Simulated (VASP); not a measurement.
A run of VASP 6.6.1:

Contents of INCAR:

```
ALGO = Fast ; EDIFF = 1E-7
ENCUT = 520 ; GGA = PS
ICORELEVEL = 1 ; ISIF = 2
ISMEAR = -1 ; LASPH = True
LCHARG = False ; LREAL = False
LWAVE = False ; NELM = 60
PREC = Accurate ; SIGMA = 0.05
```

The input KPOINTS:

```
k-points
0
Gamma
  14 14 14
```

Contents of POSCAR:

```
Nb
1.0
   -1.6639500000      1.6639500000      1.6639500000
    1.6639500000     -1.6639500000      1.6639500000
    1.6639500000      1.6639500000     -1.6639500000
Nb
1
Direct
    0.0000000000      0.0000000000      0.0000000000
```

Potentials or basis: VASP PAW PBE potentials, release 64 (Nb_sv).

Command:

```sh
$ cat potpaw_PBE.64/Nb_sv/POTCAR > POTCAR
$ mpirun -np 1 vasp_std > vasp.out
```

Hardware: 1 thread of Intel(R) Xeon(R) 6975P-C (Granite Rapids), with other jobs on the host.

Task: How long does it take, and how much memory?

Result: Run time: 23 s on 1 thread of Intel(R) Xeon(R) 6975P-C (Granite Rapids), with other jobs on the host, peak memory 0.15 GiB. Counts: scf iterations 32, k points 104.
